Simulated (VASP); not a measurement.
## Band edges against the vacuum: C(110)

Aim: ionisation energy and electron affinity of C(110), from a slab and a bulk run lined up through core potentials.

Method: PBEsol; plane waves and PAW (C), in VASP 6.6.1.

## (1) The structure

The structure is cubic, space group Fd-3m (No. 227). The conventional cell has a = 3.570 Å, b = 3.570 Å, c = 3.570 Å, α = 90.00°, β = 90.00°, γ = 90.00°. C has 4 C at 1.55 Å nearest.

As a file:

```xyz
2
Lattice="0.0000 1.7850 1.7850 1.7850 0.0000 1.7850 1.7850 1.7850 0.0000" Properties=species:S:1:pos:R:3 pbc="T T T"
C     0.0000    0.0000    0.0000
C     0.8925    0.8925    0.8925
```

## (2) Relaxing the bulk crystal

The later steps need the crystal at this functional's own lattice; a raised cutoff keeps the stress reliable while the cell changes.

File INCAR:

```
SYSTEM = C
PREC = Accurate
ENCUT = 520
EDIFF = 1E-06
NELM = 120
ISMEAR = 0
SIGMA = 0.03
LREAL = .FALSE.
ALGO = Normal
GGA = PS
NBANDS = 10
LORBIT = 11
LWAVE = .FALSE.
LCHARG = .FALSE.
KPAR = 4
LASPH = .TRUE.
IBRION = 2
NSW = 40
ISIF = 3
EDIFFG = -0.02
POTIM = 0.4
```

File POSCAR:

```
C
1.0
    0.0000000000      1.7850000000      1.7850000000
    1.7850000000      0.0000000000      1.7850000000
    1.7850000000      1.7850000000      0.0000000000
C
2
Direct
    0.0000000000      0.0000000000      0.0000000000
    0.2500000000      0.2500000000      0.2500000000
```

File KPOINTS:

```
Automatic mesh
0
Gamma
9 9 9
0 0 0
```

Potentials, in the order of the species: C (PBE family, release 64).

On the command line:

```sh
$ mpirun -np 4 vasp_std
```

Output:

```text
[banner, memory and clock lines left out]
running    4 mpi-ranks, on    1 nodes
 distrk:  each k-point on    1 cores,    4 groups
 distr:  one band on    1 cores,    1 groups

 POSCAR found type information on POSCAR C
 POSCAR found :  1 types and       2 ions
|                                                                             |
|               ----> ADVICE to this user running VASP <----                  |
|                                                                             |
|     You enforced a specific xc type in the INCAR file but a different       |
|     [... a line on the potential file left out ...]
|     I HOPE YOU KNOW WHAT YOU ARE DOING!                                     |
|                                                                             |

 LDA part: xc-table for (Slater+PW92), standard interpolation
 POSCAR, INCAR and KPOINTS ok, starting setup
 FFT: planning ... GRIDC
 FFT: planning ... GRID_SOFT
 FFT: planning ... GRID
 WAVECAR not read
 entering main loop
       N       E                     dE             d eps       ncg     rms          rms(c)
DAV:   1    -0.241950351389E+01   -0.24195E+01   -0.50317E+03   732   0.795E+02
DAV:   2    -0.195894078081E+02   -0.17170E+02   -0.16535E+02  1000   0.120E+02
DAV:   3    -0.199046497450E+02   -0.31524E+00   -0.31420E+00   834   0.128E+01
DAV:   4    -0.199053196620E+02   -0.66992E-03   -0.66988E-03   770   0.655E-01
DAV:   5    -0.199053206176E+02   -0.95557E-06   -0.95535E-06   794   0.226E-02    0.557E+00
DAV:   6    -0.194174618462E+02    0.48786E+00   -0.26777E-01   728   0.380E+00    0.329E+00
DAV:   7    -0.192472618765E+02    0.17020E+00   -0.31855E-01   760   0.419E+00    0.685E-01
DAV:   8    -0.192477472597E+02   -0.48538E-03   -0.66096E-03   734   0.690E-01    0.285E-02
DAV:   9    -0.192477634217E+02   -0.16162E-04   -0.16139E-05   848   0.382E-02    0.204E-02
DAV:  10    -0.192477712211E+02   -0.77994E-05   -0.34808E-06   734   0.178E-02    0.427E-03
DAV:  11    -0.192477710730E+02    0.14807E-06   -0.67307E-08   422   0.250E-03
   1 F= -.19247771E+02 E0= -.19247771E+02  d E =-.192478E+02
 curvature:   0.00 expect dE= 0.000E+00 dE for cont linesearch  0.000E+00
 trial: gam= 0.00000 g(F)=  0.373E-47 g(S)=  0.715E-02 ort = 0.000E+00 (trialstep = 0.100E+01)
 search vector abs. value=  0.715E-02
 bond charge predicted
       N       E                     dE             d eps       ncg     rms          rms(c)
DAV:   1    -0.192503855458E+02   -0.26143E-02   -0.11539E-01   750   0.301E+00    0.310E-01
DAV:   2    -0.192489914751E+02    0.13941E-02   -0.14584E-03   752   0.323E-01    0.171E-01
DAV:   3    -0.192484341811E+02    0.55729E-03   -0.96117E-04   740   0.226E-01    0.255E-02
DAV:   4    -0.192484338730E+02    0.30810E-06   -0.11472E-05   744   0.324E-02    0.209E-02
DAV:   5    -0.192484328258E+02    0.10472E-05   -0.44088E-07   376   0.741E-03    0.190E-03
DAV:   6    -0.192484329691E+02   -0.14324E-06   -0.29726E-08   362   0.185E-03
   2 F= -.19248433E+02 E0= -.19248433E+02  d E =-.661896E-03
 trial-energy change:   -0.000662  1 .order   -0.000621   -0.007145    0.005904
 step:   0.5523(harm=  0.5476)  dis= 0.00000  next Energy=   -19.249751 (dE=-0.198E-02)
 bond charge predicted
       N       E                     dE             d eps       ncg     rms          rms(c)
DAV:   1    -0.192501508243E+02   -0.17180E-02   -0.23002E-02   750   0.133E+00    0.138E-01
DAV:   2    -0.192498707770E+02    0.28005E-03   -0.28827E-04   754   0.143E-01    0.762E-02
DAV:   3    -0.192497572959E+02    0.11348E-03   -0.19162E-04   740   0.101E-01    0.112E-02
DAV:   4    -0.192497569704E+02    0.32546E-06   -0.23392E-06   730   0.146E-02
   3 F= -.19249757E+02 E0= -.19249757E+02  d E =-.198590E-02
 curvature:  -0.27 expect dE=-0.190E-07 dE for cont linesearch -0.190E-07
 trial: gam=-0.00311 g(F)=  0.456E-48 g(S)=  0.694E-07 ort = 0.223E-04 (trialstep = 0.910E+00)
 search vector abs. value=  0.101E-09
 reached required accuracy - stopping structural energy minimisation
```

Wall time 2.8 s (4 MPI ranks of AMD EPYC 9R45, shared host); peak memory 0.42 GiB; 8.7 s of CPU time.

The logs omit lines about the potential files and the build; timing stands in the text.

From OUTCAR (step 2):

```text
ion  position               nearest neighbor table
   1  0.000  0.000  0.000-   2 1.55   2 1.55   2 1.55   2 1.55
   2  0.250  0.250  0.250-   1 1.55   1 1.55   1 1.55   1 1.55

  LATTYP: Found a face centered cubic cell.
 ALAT       =     3.5700000000

 Subroutine GETGRP returns: Found 48 space group operations
 (whereof 24 operations were pure point group operations)

The static configuration has the point symmetry T_d .
 The point group associated with its full space group is O_h .

 Found     35 irreducible k-points:

   k-points           NKPTS =     35   k-points in BZ     NKDIM =     35   number of bands    NBANDS=     10

   dimension x,y,z NGX =    20 NGY =   20 NGZ =   20
   dimension x,y,z NGXF=    40 NGYF=   40 NGZF=   40

   ENCUT  =  520.0 eV  38.22 Ry    6.18 a.u.   4.69  4.69  4.69*2*pi/ulx,y,z

   NELECT =       8.0000    total number of electrons

 k-points in reciprocal lattice and weights: Automatic mesh
   0.00000000  0.00000000  0.00000000       0.001
   0.11111111  0.00000000  0.00000000       0.011
   0.22222222  0.00000000  0.00000000       0.011
   0.33333333  0.00000000  0.00000000       0.011
   0.44444444  0.00000000  0.00000000       0.011
   0.11111111  0.11111111  0.00000000       0.008
   0.22222222  0.11111111  0.00000000       0.033
   0.33333333  0.11111111  0.00000000       0.033
   0.44444444  0.11111111  0.00000000       0.033
[...]
-0.33333333  0.44444444  0.11111111       0.033
  -0.33333333  0.44444444  0.22222222       0.033

 average (electrostatic) potential at core
       1 -45.3575       2 -45.3575

 E-fermi :  10.0037

 k-point     1 :       0.0000    0.0000    0.0000
  band No.  band energies     occupation
      1     -11.8036      2.00000
      2       9.8332      2.00000
      3       9.8332      2.00000
      4       9.8332      2.00000
      5      15.3958      0.00000
      6      15.3958      0.00000
      7      15.3958      0.00000
      8      23.3962      0.00000
      9      28.9001      0.00000
    ...

 k-point     2 :       0.1111    0.0000    0.0000
  band No.  band energies     occupation
      1     -11.4590      2.00000
      2       7.8109      2.00000
      3       9.2880      2.00000
      4       9.2880      2.00000
      5      16.1113      0.00000
      6      16.1113      0.00000
      7      16.5164      0.00000
      8      23.6582      0.00000
      9      29.4469      0.00000
    ...

 k-point     3 :       0.2222    0.0000    0.0000
  band No.  band energies     occupation
      1     -10.4328      2.00000
      2       4.1295      2.00000
      3       8.2947      2.00000
      4       8.2947      2.00000
      5      17.3620      0.00000
      6      17.3620      0.00000
      7      17.8071      0.00000
      8      24.3479      0.00000
      9      30.2559      0.00000
    ...

  Total       -0.0010948     -0.0010948     -0.0010948      0.0000000      0.0000000      0.0000000
  in kB       -0.1559475     -0.1559475     -0.1559475      0.0000000      0.0000000      0.0000000
  external PRESSURE =      -0.1559475 kB  Pullay stress =       0.0000000 kB

  energy-cutoff  :      520.00
  volume of cell :       11.25
      direct lattice vectors                 reciprocal lattice vectors
    -0.000000000  1.778317116  1.778317116    -0.281164701  0.281164701  0.281164701
     1.778317116 -0.000000000  1.778317116     0.281164701 -0.281164701  0.281164701
     1.778317116  1.778317116  0.000000000     0.281164701  0.281164701 -0.281164701

 POSITION                                       TOTAL-FORCE (eV/Angst)
 -----------------------------------------------------------------------------------
      0.00000      0.00000      0.00000         0.000000      0.000000     -0.000000
      0.88916      0.88916      0.88916        -0.000000     -0.000000      0.000000
 -----------------------------------------------------------------------------------
    total drift:                                0.000000      0.000000      0.000000

  FREE ENERGIE OF THE ION-ELECTRON SYSTEM (eV)
  ---------------------------------------------------
  free  energy   TOTEN  =       -19.2497569704 eV

  energy  without entropy=      -19.2497569704  energy(sigma->0) =      -19.24975697

 reached required accuracy - stopping structural energy minimisation

 total charge
# of ion       s       p       d       tot
------------------------------------------
    1        0.825   1.751   0.000   2.576
    2        0.825   1.751   0.000   2.576
--------------------------------------------------
tot          1.650   3.503   0.000   5.153

[... 3 further parts left out ...]
```

CONTCAR:

```
C
   1.00000000000000
    -0.0000000000000000    1.7783171160217188    1.7783171160217188
     1.7783171160217188   -0.0000000000000000    1.7783171160217188
     1.7783171160217188    1.7783171160217188    0.0000000000000000
  C
     2
Direct
     0.0000000000000000    0.0000000000000000    0.0000000000000000
     0.2500000000000000    0.2500000000000000    0.2500000000000000
```

The PAW data sets were made with PBE, which is usual practice but a small mismatch for other functionals. The run keeps the 48 symmetry operations of its start, so it cannot find a distortion of lower symmetry.

The steps of the relaxation:

```tsv
step	energy less that of the first step (eV)	largest force (eV/Å)	pressure (GPa)	volume (Å³)
1	0.0000	0.0000	-4.95	11.37
2	-0.0007	0.0000	4.17	11.15
3	-0.0020	0.0000	-0.02	11.25
```

```tsv
conventional cell, symmetrised	before	after	change
a (Å)	3.570	3.557	-0.4 %
b (Å)	3.570	3.557	-0.4 %
c (Å)	3.570	3.557	-0.4 %
volume (Å³/atom)	5.69	5.62	-1.1 %
```

The relaxed structure:

```xyz
2
Lattice="0.0000 1.7783 1.7783 1.7783 0.0000 1.7783 1.7783 1.7783 0.0000" Properties=species:S:1:pos:R:3 pbc="T T T"
C     0.0000    0.0000    0.0000
C     0.8892    0.8892    0.8892
```

This step gave:

| Item | Value |
| --- | --- |
| electronic cycles | 21 |
| electrons | 8 |
| free energy (TOTEN) | -19.25 eV |
| Fermi energy | 10.00 eV |

The run ended after 3 ionic steps, 0.002 eV below its first step, once forces and stress met EDIFFG = -0.02.

## (3) Band edges of the bulk

A static bulk run at the slab's cutoff gives the band edges and the core potentials that tie them to the slab.

File INCAR:

```
SYSTEM = C
PREC = Normal
ENCUT = 440
EDIFF = 1E-06
NELM = 120
ISMEAR = 0
SIGMA = 0.03
LREAL = .FALSE.
ALGO = Normal
GGA = PS
NBANDS = 10
LORBIT = 11
LWAVE = .FALSE.
LCHARG = .FALSE.
KPAR = 4
LASPH = .TRUE.
```

File POSCAR:

```
C
1.0
    0.0000000000      1.7783171160      1.7783171160
    1.7783171160      0.0000000000      1.7783171160
    1.7783171160      1.7783171160      0.0000000000
C
2
Direct
    0.0000000000      0.0000000000      0.0000000000
    0.2500000000      0.2500000000      0.2500000000
```

File KPOINTS:

```
Automatic mesh
0
Gamma
21 21 21
0 0 0
```

On the command line:

```sh
$ mpirun -np 4 vasp_std
```

Output:

```text
[banner, memory and clock lines left out]
running    4 mpi-ranks, on    1 nodes
 distrk:  each k-point on    1 cores,    4 groups
 distr:  one band on    1 cores,    1 groups

 POSCAR found type information on POSCAR C
 POSCAR found :  1 types and       2 ions
 [... a notice as in an earlier step ...]

 LDA part: xc-table for (Slater+PW92), standard interpolation
 POSCAR, INCAR and KPOINTS ok, starting setup
 FFT: planning ... GRIDC
 FFT: planning ... GRID_SOFT
 FFT: planning ... GRID
 WAVECAR not read
 entering main loop
       N       E                     dE             d eps       ncg     rms          rms(c)
DAV:   1    -0.360853449401E+01   -0.36085E+01   -0.44483E+03  5984   0.695E+02
DAV:   2    -0.196674925365E+02   -0.16059E+02   -0.15569E+02  7762   0.114E+02
DAV:   3    -0.199295734747E+02   -0.26208E+00   -0.26163E+00  6722   0.117E+01
DAV:   4    -0.199300534749E+02   -0.48000E-03   -0.47999E-03  6240   0.567E-01
DAV:   5    -0.199300539952E+02   -0.52033E-06   -0.52010E-06  6484   0.180E-02    0.570E+00
DAV:   6    -0.194279863875E+02    0.50207E+00   -0.27432E-01  6012   0.385E+00    0.337E+00
DAV:   7    -0.192524981291E+02    0.17549E+00   -0.32709E-01  6274   0.424E+00    0.713E-01
DAV:   8    -0.192530176970E+02   -0.51957E-03   -0.67020E-03  6020   0.692E-01    0.288E-02
DAV:   9    -0.192530334800E+02   -0.15783E-04   -0.15392E-05  7116   0.367E-02    0.210E-02
DAV:  10    -0.192530412391E+02   -0.77591E-05   -0.33549E-06  6052   0.175E-02    0.434E-03
DAV:  11    -0.192530410950E+02    0.14415E-06   -0.64732E-08  3230   0.245E-03
   1 F= -.19253041E+02 E0= -.19253041E+02  d E =-.268077E-20
```

The job ended after 3.2 s (4 MPI ranks; peak memory 0.41 GiB; 10 s of CPU time).

OUTCAR, selected parts (step 3):

```text
  LATTYP: Found a face centered cubic cell.
 ALAT       =     3.5566342320

 Found    286 irreducible k-points:

   k-points           NKPTS =    286   k-points in BZ     NKDIM =    286   number of bands    NBANDS=     10

   dimension x,y,z NGX =    14 NGY =   14 NGZ =   14
   dimension x,y,z NGXF=    28 NGYF=   28 NGZF=   28

   ENCUT  =  440.0 eV  32.34 Ry    5.69 a.u.   4.30  4.30  4.30*2*pi/ulx,y,z

   NELECT =       8.0000    total number of electrons

 E-fermi :  10.0087

 k-point     1 :       0.0000    0.0000    0.0000
  band No.  band energies     occupation
      1     -11.8044      2.00000
      2       9.8305      2.00000
      3       9.8306      2.00000
      4       9.8306      2.00000
      5      15.3983      0.00000
      6      15.3983      0.00000
      7      15.3983      0.00000
      8      23.3928      0.00000
      9      28.9006      0.00000
    ...

 k-point     2 :       0.0476    0.0000    0.0000
  band No.  band energies     occupation
      1     -11.7410      2.00000
      2       9.3822      2.00000
      3       9.7158      2.00000
      4       9.7159      2.00000
      5      15.5478      0.00000
      6      15.5479      0.00000
      7      15.6773      0.00000
      8      23.4415      0.00000
      9      29.0138      0.00000
    ...

  Total       -0.0909187     -0.0909187     -0.0909187     -0.0000000      0.0000000      0.0000000
  in kB      -12.9510878    -12.9510878    -12.9510878     -0.0000000      0.0000000      0.0000000
  external PRESSURE =     -12.9510878 kB  Pullay stress =       0.0000000 kB

  energy-cutoff  :      440.00
  volume of cell :       11.25
      direct lattice vectors                 reciprocal lattice vectors
     0.000000000  1.778317116  1.778317116    -0.281164701  0.281164701  0.281164701
     1.778317116  0.000000000  1.778317116     0.281164701 -0.281164701  0.281164701
     1.778317116  1.778317116  0.000000000     0.281164701  0.281164701 -0.281164701

 POSITION                                       TOTAL-FORCE (eV/Angst)
 -----------------------------------------------------------------------------------
      0.00000      0.00000      0.00000         0.000000      0.000000      0.000000
      0.88916      0.88916      0.88916        -0.000000     -0.000000     -0.000000
 -----------------------------------------------------------------------------------
    total drift:                               -0.000000     -0.000000     -0.000000

  FREE ENERGIE OF THE ION-ELECTRON SYSTEM (eV)
  ---------------------------------------------------
  free  energy   TOTEN  =       -19.2530410950 eV

  energy  without entropy=      -19.2530410950  energy(sigma->0) =      -19.25304109

 total charge
# of ion       s       p       d       tot
------------------------------------------
    1        0.827   1.753   0.000   2.580
    2        0.827   1.753   0.000   2.580
--------------------------------------------------
tot          1.655   3.506   0.000   5.160

[... 2 parts as in an earlier step ...]

[... 7 further parts left out ...]
```

The gap is read on the k-mesh alone, so it is an upper bound where the band edges lie off the mesh.

Numbers from this step:

| Property | Result |
| --- | --- |
| electronic cycles | 11 |
| Fermi energy | 10.01 eV |
| metallic | no |
| gap on the k-mesh | 4.030 eV |
| least direct gap on the k-mesh | 5.568 eV |

(Part 1 of 3 ends here.)

[Lines on the potential files, build, host, timing and source positions are cut from VASP's logs without a mark.]

[Logs are printed without paths, hosts, clocks, repeated set-up lines and the standing remarks that a program may print on its own settings, such as how far it seeks lower states.]

[Hosts, paths, dates, database ids (printed as entryN), source tags and the programs' standing remarks are cut or masked in the printed files.]

[Runs that stopped without an error message from VASP are left out.]
